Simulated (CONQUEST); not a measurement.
Crystal: SiC (Moissanite).

```
Si C
1.0
     3.07600    0.00000    0.00000
     0.00000    5.04800    0.00000
     0.00000    0.00000    5.32779
Si C
4 4
Direct
  0.00000 0.50000 0.33333
  0.50000 0.50000 0.83333
  0.00000 0.00000 0.66667
  0.50000 0.00000 0.16667
  0.00000 0.88500 0.33333
  0.50000 0.88500 0.83333
  0.00000 0.38500 0.66667
  0.50000 0.38500 0.16667
```

Base run:

```yaml
Program: CONQUEST 1.3
Functional: PBE
Potentials_or_basis: PseudoDojo NC PBE, SZP, grid cutoff 120 Ha
k_mesh: 7 × 5 × 4
Occupations: fermi-dirac, width 0.05 eV
Spin: no spin polarisation
```

Its results: band gap on the k mesh 2.51 eV; pressure 12.9 GPa; largest force 0.926 eV/Å.

Problem. After a change of settings the same cell gave: band gap on the k mesh 2.43 eV; pressure 12.9 GPa; largest force 0.927 eV/Å. Which change was it?
A. potentials or basis from PseudoDojo NC PBE, SZP, grid cutoff 120 Ha to PseudoDojo NC PBE, DZ, grid cutoff 120 Ha; k mesh from 7 × 5 × 4 to 6 × 4 × 4
B. potentials or basis from PseudoDojo NC PBE, SZP, grid cutoff 120 Ha to PseudoDojo NC PBE, DZP, grid cutoff 120 Ha; k mesh from 7 × 5 × 4 to 6 × 4 × 4
C. k mesh from 7 × 5 × 4 to 9 × 5 × 5
D. potentials or basis from PseudoDojo NC PBE, SZP, grid cutoff 120 Ha to PseudoDojo NC PBE, SZ, grid cutoff 120 Ha; k mesh from 7 × 5 × 4 to 6 × 4 × 4

Solution. C.

Caveats: the atomic basis is small; an odd mesh through Γ misses points on the zone boundary, where band edges often lie; the basis of atomic orbitals isn't converged, which shifts pressures, moduli and gaps; the box holds several primitive cells, so bands are folded and the points are those of the box's own zone (some runs).
